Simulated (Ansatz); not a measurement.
Crystal: SnSe2.

```
Sn Se
1.0
     3.81100    0.00000    0.00000
    -1.90550    3.30042    0.00000
     0.00000    0.00000    6.13600
Sn Se
1 2
Cartesian
  0.0000 0.0000 0.0000
  1.9055 1.1001 4.6081
  0.0000 2.2003 1.5279
```

Base run:

- Program: Ansatz 0.2.0
- Functional: PBEsol
- Potentials or basis: Ansatz PAW
- Cutoff: 420 eV (not typed: the program's choice for these potentials)
- k mesh: 8 × 8 × 5
- Occupations: fermi-dirac, width 0.05 eV
- Spin: no spin polarisation

Its results: band gap on the k mesh 0.74 eV, indirect (least direct gap 1.01 eV); pressure 2.5 GPa; largest force 0.600 eV/Å.

Problem. The run is repeated on the same cell with these changes: functional from PBEsol to LDA. What comes out?

Solution. Band gap on the k mesh 0.67 eV, indirect (least direct gap 0.88 eV); pressure 0.8 GPa; largest force 0.478 eV/Å.

LDA binds more tightly than PBEsol, so the same cell stands under less pressure.

Caveats: the k mesh misses the band edges, so the gap on the mesh is wider than the one along the path; spin-orbit coupling is left out, which moves the levels of the heavy elements; the PAW data sets come from PBE, with cores solved anew for the run's functional, which leaves a small shift of forces and pressure; this functional lacks dispersion, which binds the layers, so the pressure and a relaxed spacing across them are unreliable (some runs).
